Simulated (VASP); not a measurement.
A run of VASP 6.6.1 is set up as follows.

The input INCAR:

```
  PREC = Accurate
  ENCUT = 520
  EDIFF = 1E-6
  ISMEAR = -1
  SIGMA = 0.05
  LREAL = F
  LASPH = T
  NELM = 100
  ALGO = Normal
  ISIF = 2
  LWAVE = F
  LCHARG = T
  GGA = PE
  LELF = T
  LVHAR = T
  NBANDS = 25
```

Contents of KPOINTS:

```
Automatic mesh
0
Gamma
  10 10 5
```

The input POSCAR:

```
CuO
1.0
    2.3573593924     -1.7226334429      0.0000000000
    2.3573593924      1.7226334429      0.0000000000
   -0.8556569116      0.0000000000      5.0913661947
Cu O
2 2
Direct
    0.5000000000      0.0000000000      0.5000000000
    0.0000000000      0.5000000000      0.0000000000
    0.4184000000      0.5816000000      0.7500000000
    0.5816000000      0.4184000000      0.2500000000
```

Potentials or basis: VASP PAW PBE potentials, release 64 (Cu, O).

Run with:

```sh
$ cat potpaw_PBE.64/Cu/POTCAR potpaw_PBE.64/O/POTCAR > POTCAR
$ mpirun -np 1 vasp_std > vasp.out
```

Question: What does it give for the pressure?

Answer: 2.9 GPa.

Question: Estimate the band gap on the k mesh.

Answer: None (metal or under the smearing width).

Question: Predict the largest force.

Answer: 0.280 eV/Å.

Forces on the atoms (eV/Å):
```
Cu   0.000  0.000  0.000
Cu   0.000  0.000  0.000
O    0.000 -0.280  0.000
O    0.000  0.280  0.000
```

Caveat: the run has no spin polarisation, though such a crystal can be magnetic; semilocal functionals often make such compounds metallic where correlation or magnetic order opens a gap, which also shifts bond lengths. With open d or f shells a metallic result of PBE can be an artefact of self-interaction; +U or a hybrid may open a gap.
